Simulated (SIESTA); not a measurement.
# InP under changes of volume

One of the cells (21.652 Å³/atom); the others are scaled copies at fixed shape and fractional positions:

```
In P
1.0
     0.00000    2.78717    2.78717
     2.78717    0.00000    2.78717
     2.78717    2.78717    0.00000
In P
1 1
Direct
  0.00000 0.00000 0.00000
  0.50000 0.50000 0.50000
```

Measurements of this composition are mostly on another form, of space group No. 216.

```yaml
Program: SIESTA 5.4.2
Functional: PBE
Potentials_or_basis: PseudoDojo 0.4 standard (PBE files)
Basis: DZP (energy shift 0.002 Ry; radii capped at 9.5 bohr)
Grid_cutoff: 500 Ry
Energy_shift: 0.002 Ry
k_mesh: 8 × 8 × 8
Occupations: fermi-dirac, width 0.05 eV
Spin: no spin polarisation
```

| volume (Å³/atom) | energy over the lowest point (meV/atom) | pressure (GPa) |
| --- | --- | --- |
| 19.953 | 32.75 | 7.0 |
| 20.378 | ? | ? |
| 20.803 | 6.93 | 3.1 |
| 21.652 | 0.00 | -0.2 |
| 22.076 | 2.47 | -1.6 |
| 22.501 | 8.31 | -2.7 |

Task: What does the run at 20.378 Å³/atom give?

Result: Energy over the lowest point 17.25 meV/atom; pressure 4.9 GPa.

Worked out: A Birch-Murnaghan fit of order 3 (a polynomial in V^(-2/3)) to the other rows has its minimum at 21.58 Å³/atom with B0 = V·E''(V) = 74 GPa and B' = 4.4. It gives 17.21 meV/atom at 20.378 Å³/atom, against the run's 17.25, and -dE/dV = 4.8 GPa, against 4.9.

Energies are extrapolated to zero smearing.

Caveats: semicore shells carry a single zeta, which can move pressures by several GPa and volumes by a few percent; the basis of atomic orbitals isn't converged, which shifts pressures, moduli and gaps.
